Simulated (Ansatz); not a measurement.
# Calculated ¹⁷O NMR of the central transition for SiO₂

Cell: a structure deposited in the COD (the cell was measured well above room temperature), its atoms then relaxed with PBE in this cell.

```cif
data_SiO2
_symmetry_space_group_name_H-M 'P4_12_12'
_symmetry_Int_Tables_number 92
_cell_length_a 4.9930
_cell_length_b 4.9930
_cell_length_c 7.0050
_cell_angle_alpha 90.000
_cell_angle_beta 90.000
_cell_angle_gamma 90.000
loop_
_atom_site_label
_atom_site_type_symbol
_atom_site_symmetry_multiplicity
_atom_site_Wyckoff_symbol
_atom_site_fract_x
_atom_site_fract_y
_atom_site_fract_z
Si Si 4 a 0.3024 0.3024 0.0000
O O 8 b 0.2378 0.1109 0.1820
```

One atom of each set is listed.

Computed with Ansatz: DFT, PBE, plane waves and PAW, scalar-relativistic, 420 eV cutoff, Γ-centred 5×5×3 k-points, Fermi–Dirac smearing 0.02 eV.

¹⁷O has I = 5/2 and Q = -25.58 mb (Pyykkö 2018); at 28.2 T its Larmor frequency is ν₀ = 162.8 MHz. Only the quadrupole interaction is simulated: positions count from each site's isotropic chemical shift, and J coupling is left out, as are shift anisotropy and dipolar coupling, which fast spinning averages.

Problem. Give C_Q, η, the quadrupolar product P_Q = |C_Q|(1 + η²/3)^½, the second-order isotropic shift and the breadth of the pattern (fast magic-angle spinning) for each O site.

Solution. 

```tsv
site	first shell	C_Q (MHz)	η	P_Q (MHz)	δ_QIS (ppm)	breadth (kHz)
O	2 Si at 1.62–1.63 Å, angle 144°	-5.92	0.17	5.95	-8.01	2.93
```

δ_QIS = −(ν_Q²/30ν₀²)[I(I+1) − 3/4](1 + η²/3) × 10⁶ ppm with ν_Q = 3|C_Q|/[2I(2I−1)]; it falls as 1/B₀² in ppm, and the breadth as 1/B₀ in kHz.

At O V_zz runs parallel to the line that joins its two neighbours (within 1°).
